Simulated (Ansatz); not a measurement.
# MgS: the cost of one run

Computed with Ansatz 0.2.0 (DFT PBE, scalar-relativistic, plane waves, PAW, unless a step's input says otherwise).

1 further run of the same task is left out (set aside as unsound or not needed).

### 1 Starting point

The structure is hexagonal, space group P6_3mc (No. 186). The conventional cell has a = 4.041 Å, b = 4.041 Å, c = 13.080 Å, α = 90.00°, β = 90.00°, γ = 120.00°. Mg (site symmetry 3m) is surrounded by 4 S at 2.46 to 2.47 Å. Mg (site symmetry 3m) is surrounded by 4 S at 2.47 Å. S (site symmetry 3m) is surrounded by 4 Mg at 2.47 Å. Around S (site symmetry 3m) lie 4 Mg at 2.46 to 2.47 Å.

Coordinates:

```xyz
8
Lattice="4.0405 0.0000 0.0000 -2.0203 3.4992 0.0000 0.0000 0.0000 13.0800" Properties=species:S:1:pos:R:3 pbc="T T T"
Mg    0.0000    0.0000    1.2407
Mg    0.0000    0.0000    7.7807
Mg    0.0000    2.3328    4.4989
Mg    2.0203    1.1664   11.0389
S     0.0000    0.0000    5.3069
S     0.0000    0.0000   11.8469
S     0.0000    2.3328    2.0335
S     2.0203    1.1664    8.5735
```

The cell was relaxed beforehand at this level, from a generated guess; it needn't be the stable form of this composition. At a tolerance of 0.02 Å it has space group P6_3mc (No. 186); it has 23.12 Å³/atom, an uncorrected energy of -1.43 eV/atom over the elements and, on its mesh, gap 3.37 eV.

### 2 Volume × 0.97

File input.yaml:

```yaml
crystal:
  lattice:
    - [3.9997039512, 0.0, 0.0]
    - [-1.9998519756, 3.4638452294, 0.0]
    - [0.0, 0.0, 12.947897417]
  atoms:
    - { symbol: Mg, position: [0.0, 0.0, 0.0948572732] }
    - { symbol: Mg, position: [0.0, 0.0, 0.5948572732] }
    - { symbol: Mg, position: [0.3333333333, 0.6666666667, 0.3439525086] }
    - { symbol: Mg, position: [0.6666666667, 0.3333333333, 0.8439525086] }
    - { symbol: S, position: [0.0, 0.0, 0.4057262008] }
    - { symbol: S, position: [0.0, 0.0, 0.9057262008] }
    - { symbol: S, position: [0.3333333333, 0.6666666667, 0.1554640174] }
    - { symbol: S, position: [0.6666666667, 0.3333333333, 0.6554640174] }
basis:
  ecutwfc: 420
kpoints:
  mp_grid: { grid: [6, 6, 2] }
hamiltonian:
  xc: pbe
scf:
  occupations: { method: gaussian, width: 0.02 }
output:
  forces: true
  stress: true
  eigenvalues: true
relax:
  adjacent_minimum: "off"
  f_tol: 0.01
  max_steps: 30
  cell: { stress_tol: 0.1, fix: [volume] }
```

On the command line:

```
$ ansatz run input.yaml --threads 1 --pin off --max-ram 2560MiB --backend cpu --events-out ev --progress --plain --runs-dir out
```

What time and memory should one allow on 1 thread of Arm Neoverse V1, shared host?

About 16 s, with a peak of 0.37 GiB.
